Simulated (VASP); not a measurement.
# TiO (Pm-3m) in VASP: relaxation of cell and atoms with r2SCAN

Aim: the relaxation of cell and atoms of TiO with r2SCAN.

Program: VASP 6.6.1. These are calculated values, not measurements. Logs are shortened: lines on timing, memory, paths and dates and some standing lists are left out, and cuts for length are marked.

## (1) The crystal as given

It takes space group Pm-3m (No. 221, cubic). Conventional cell: a = 4.087 Å, b = 4.087 Å, c = 4.087 Å, α = 90.00°, β = 90.00°, γ = 90.00°. Ti (site symmetry 4/mmm) is surrounded by 4 O at 2.04 Å. Around O (site symmetry 4/mmm) lie 4 Ti at 2.04 Å.

The cell comes from a database or a generator and needn't be the stable form of this composition.

## (2) Relaxation of cell and atoms, r2SCAN

INCAR reads:

```
SYSTEM = TiO
PREC = Accurate ; ENCUT = 600
EDIFF = 1E-7 ; ISMEAR = 0
SIGMA = 0.1 ; LREAL = .FALSE.
LASPH = .TRUE. ; NELM = 100
ALGO = Normal ; ISIF = 3
LWAVE = .FALSE. ; LCHARG = .FALSE.
METAGGA = R2SCAN ; LMIXTAU = .TRUE.
IBRION = 2 ; NSW = 90
EDIFFG = -0.005
```

KPOINTS reads:

```
regular mesh
0
G
  10 10 10
  0 0 0
```

POSCAR reads:

```
TiO
1.0
    4.0866680000      0.0000000000      0.0000000000
    0.0000000000      4.0866680000      0.0000000000
    0.0000000000      0.0000000000      4.0866680000
Ti O
3 3
Direct
    0.5000000000      0.5000000000      0.0000000000
    0.0000000000      0.5000000000      0.5000000000
    0.5000000000      0.0000000000      0.5000000000
    0.0000000000      0.5000000000      0.0000000000
    0.5000000000      0.0000000000      0.0000000000
    0.0000000000      0.0000000000      0.5000000000
```

Potentials or basis: VASP PAW PBE potentials, release 64 (Ti_sv, O).

The run is started by

```bash
> cat potpaw_PBE.64/Ti_sv/POTCAR potpaw_PBE.64/O/POTCAR > POTCAR
> mpirun -np 1 vasp_std > vasp.out
```

OUTCAR:

```text
SYSTEM = TiO
   PREC = Accurate
   ENCUT = 600
   EDIFF = 1E-7
   ISMEAR = 0
   LREAL = .FALSE.
   LASPH = .TRUE.
   NELM = 100
   ISIF = 3
   METAGGA = R2SCAN
   IBRION = 2
   NSW = 90
   EDIFFG = -0.005

 ion  position               nearest neighbor table
   1  0.500  0.500  0.000-   4 2.04   5 2.04   5 2.04   4 2.04   2 2.89   3 2.89   3 2.89   2 2.89
                             3 2.89   2 2.89   3 2.89   2 2.89
   2  0.000  0.500  0.500-   4 2.04   6 2.04   4 2.04   6 2.04   1 2.89   1 2.89   3 2.89   3 2.89
                             1 2.89   3 2.89   1 2.89   3 2.89
   3  0.500  0.000  0.500-   5 2.04   6 2.04   5 2.04   6 2.04   1 2.89   1 2.89   1 2.89   2 2.89
                             1 2.89   2 2.89   2 2.89   2 2.89
   4  0.000  0.500  0.000-   1 2.04   2 2.04   2 2.04   1 2.04
   5  0.500  0.000  0.000-   1 2.04   3 2.04   3 2.04   1 2.04
   6  0.000  0.000  0.500-   2 2.04   3 2.04   2 2.04   3 2.04

  LATTYP: Found a simple cubic cell.
 ALAT       =     4.0866680000

  Lattice vectors:

 A1 = (   4.0866680000,   0.0000000000,   0.0000000000)
 A2 = (   0.0000000000,   4.0866680000,   0.0000000000)
 A3 = (   0.0000000000,   0.0000000000,   4.0866680000)

Analysis of symmetry for initial positions (statically):
=====================================================================
 Subroutine PRICEL returns:
 Original cell was already a primitive cell.

 Routine SETGRP: Setting up the symmetry group for a
 simple cubic supercell.

 Subroutine GETGRP returns: Found 48 space group operations
 (whereof 48 operations were pure point group operations)
 out of a pool of 48 trial point group operations.

The static configuration has the point symmetry O_h .

Analysis of symmetry for dynamics (positions and initial velocities):
=====================================================================
 Subroutine PRICEL returns:
 Original cell was already a primitive cell.

 Routine SETGRP: Setting up the symmetry group for a
 simple cubic supercell.

 Subroutine GETGRP returns: Found 48 space group operations
 (whereof 48 operations were pure point group operations)
 out of a pool of 48 trial point group operations.

The dynamic configuration has the point symmetry O_h .

 Subroutine INISYM returns: Found 48 space group operations
 (whereof 48 operations are pure point group operations),
 and found     1 'primitive' translations

----------------------------------------------------------------------------------------

                                     Primitive cell

[... 104 lines left out ...]
   ISIF   =      3    stress and relaxation
   ISYM   =      2    0-nonsym 1-usesym 2-fastsym
   POTIM  = 0.5000    time-step for ionic-motion
   TEBEG  =    0.0;   TEEND  =   0.0 temperature during run
   PSTRESS=    0.0 pullay stress
   NELECT =      54.0000    total number of electrons
   NUPDOWN=      -1.0000    fix difference up-down
   EMIN   =  10.00;   EMAX   =-10.00  energy-range for DOS
   EFERMI =   0.00;   METHOD = LEGACY
   ISMEAR =     0;   SIGMA  =   0.10  broadening in eV -4-tet -1-fermi 0-gaus
   EFERMI_NEDOS =   21; number of points for ismear=-14 and -15
   IALGO  =     38    algorithm
   IMIX   =      4    mixing-type and parameters
     AMIX     =   0.40;   BMIX     =  1.00
     AMIX_MAG =   1.60;   BMIX_MAG =  1.00
  volume/ion in A,a.u.               =      11.38        76.76
  Fermi-wavevector in a.u.,A,eV,Ry     =   1.514154  2.861336 31.193567  2.292662
  Thomas-Fermi vector in A             =   2.623850
   LORBIT       =      0    0 simple, 1 ext, 2 COOP (PROOUT), +10 PAW based schemes
   METAGGA = R2SCAN    functional components
   LHFCALC =     F    Hartree Fock is set to
   AEXX    =    0.0000 exact exchange contribution
   IVDW    =     0    specifies the selected vdW correction
   LEPSILON=     F    determine dielectric tensor
   LRPA    =     F    only Hartree local field effects (RPA)
 conjugate gradient relaxation of ions
 non-spin polarized calculation
 Gauss-broadening in eV      SIGMA  =   0.10
  energy-cutoff  :      600.00
  volume of cell :       68.25
 maximum number of plane-waves:      2301
 NGX is ok and might be reduce to    36
   NGX = 17   NGY = 17   NGZ = 17

--------------------------------------- Ionic step        1  -------------------------------------------

 number of electron      53.9999995 magnetization

 Free energy of the ion-electron system (eV)
  ---------------------------------------------------
  ext. energy  EPLUGINS =         0.00000000
  ---------------------------------------------------
  free energy    TOTEN  =       -72.79881038 eV

  energy without entropy =      -72.77230358  energy(sigma->0) =      -72.78555698

------------------------ aborting loop because EDIFF is reached ----------------------------------------

  FORCE on cell =-STRESS in cart. coord.  units (eV):
  Direction    XX          YY          ZZ          XY          YZ          ZX
  --------------------------------------------------------------------------------------
  -------------------------------------------------------------------------------------
  Total       -1.6027639     -1.6027639     -1.6027639      0.0000000      0.0000000      0.0000000
  in kB      -37.6246147    -37.6246147    -37.6246147      0.0000000      0.0000000      0.0000000
  external PRESSURE =     -37.6246147 kB  Pullay stress =       0.0000000 kB
[... 67 lines left out ...]
--------------------------------------- Ionic step        3  -------------------------------------------

 number of electron      53.9999999 magnetization

 Free energy of the ion-electron system (eV)
  ---------------------------------------------------
  ext. energy  EPLUGINS =         0.00000000
  ---------------------------------------------------
  free energy    TOTEN  =       -72.81298831 eV

  energy without entropy =      -72.78731994  energy(sigma->0) =      -72.80015413

 E-fermi :   8.2710     XC(G=0): -12.6959

 val. band max:        8.2531642289   @ k =   0.5000   0.5000   0.0000
 cond. band min:       8.2718999171   @ k =   0.4000   0.3000   0.2000
 fundamental gap:      0.0187356882
 Fermi energy:         8.2709559128

 k-point     1 :       0.0000    0.0000    0.0000
  band No.  band energies     occupation
      1     -51.3439      2.00000
      2     -51.1906      2.00000
      3     -51.1906      2.00000
      4     -26.7966      2.00000
      5     -26.7966      2.00000
      6     -26.7966      2.00000
[... 829 lines left out ...]
     31      10.2801      0.00000
     32      10.4289      0.00000

 [... further k-points ...]
[... 5 lines left out ...]
  --------------------------------------------------------------------------------------
  -------------------------------------------------------------------------------------
  Total       -0.0065343     -0.0065343     -0.0065343      0.0000000      0.0000000      0.0000000
  in kB       -0.1561036     -0.1561036     -0.1561036      0.0000000      0.0000000      0.0000000
  external PRESSURE =      -0.1561036 kB  Pullay stress =       0.0000000 kB
[... 21 lines left out ...]
  FREE ENERGIE OF THE ION-ELECTRON SYSTEM (eV)
  ---------------------------------------------------
  free  energy   TOTEN  =       -72.8129883148 eV

  energy  without entropy=      -72.7873199374  energy(sigma->0) =      -72.80015413

 reached required accuracy - stopping structural energy minimisation
```

CONTCAR:

```text
TiO
   1.00000000000000
     4.0628727824493076    0.0000000000000000    0.0000000000000000
     0.0000000000000000    4.0628727824493076    0.0000000000000000
     0.0000000000000000    0.0000000000000000    4.0628727824493076
  Ti              O
     3     3
Direct
     0.5000000000000000    0.5000000000000000    0.0000000000000000
     0.0000000000000000    0.5000000000000000    0.5000000000000000
     0.5000000000000000    0.0000000000000000    0.5000000000000000
     0.0000000000000000    0.5000000000000000    0.0000000000000000
     0.5000000000000000    0.0000000000000000    0.0000000000000000
     0.0000000000000000    0.0000000000000000    0.5000000000000000

  0.00000000E+00  0.00000000E+00  0.00000000E+00
  0.00000000E+00  0.00000000E+00  0.00000000E+00
  0.00000000E+00  0.00000000E+00  0.00000000E+00
  0.00000000E+00  0.00000000E+00  0.00000000E+00
  0.00000000E+00  0.00000000E+00  0.00000000E+00
  0.00000000E+00  0.00000000E+00  0.00000000E+00
```

Run time: 38 min. Hardware: 1 thread of AMD EPYC 7R13 (Zen 3), shared host; peak memory 0.28 GiB.

What came out:

| Quantity | Value |
| --- | --- |
| Free energy | -72.8130 eV |
| Relaxed volume | 11.18 Å³/atom |
| Relaxed cell | a = 4.063 Å, b = 4.063 Å, c = 4.063 Å, α = 90.00°, β = 90.00°, γ = 90.00° |
| Space group after relaxing (to 0.05 Å) | Pm-3m (No. 221) |
| Energy gained by relaxing | 2.4 meV/atom |
| Ionic steps | 3 |
| Pressure after relaxing | 0.0 GPa |
| Band gap on the k mesh | none (metal or under the smearing width) |

The path:
```tsv
step	energy change (eV)	largest force (eV/Å)	pressure (GPa)	volume (Å³)
1	0.0000	0.0000	-3.76	68.25
2	0.0072	0.0000	4.95	65.65
3	-0.0142	0.0000	-0.02	67.07
```

Final structure:
```yaml
crystal:
  lattice:
    - [4.06287, 0.00000, 0.00000]
    - [0.00000, 4.06287, 0.00000]
    - [0.00000, 0.00000, 4.06287]
  atoms:
    - { symbol: Ti, position: [0.50000, 0.50000, 0.00000] }
    - { symbol: Ti, position: [0.00000, 0.50000, 0.50000] }
    - { symbol: Ti, position: [0.50000, 0.00000, 0.50000] }
    - { symbol: O, position: [0.00000, 0.50000, 0.00000] }
    - { symbol: O, position: [0.50000, 0.00000, 0.00000] }
    - { symbol: O, position: [0.00000, 0.00000, 0.50000] }
```

Levels at points of the mesh, in eV from the Fermi level:
| k point | band 25 | band 26 | band 27 | band 28 | band 29 | band 30 |
| --- | --- | --- | --- | --- | --- | --- |
| (0.00, 0.00, 0.00) | -3.32 | -1.48 | -1.48 | -1.48 | 1.55 | 1.55 |
| (0.50, 0.00, 0.00) | -2.94 | -1.11 | 0.44 | 0.44 | 0.99 | 1.36 |
| (0.50, 0.50, 0.00) | -1.59 | -0.77 | -0.02 | -0.02 | 1.99 | 2.08 |
| (0.50, 0.50, 0.50) | -0.70 | -0.70 | -0.70 | 0.31 | 2.77 | 2.77 |

Caveat: the PAW data sets were made with another functional, which shifts forces and pressure a little; semilocal functionals often make such compounds metallic where correlation or magnetic order opens a gap, which also shifts bond lengths.
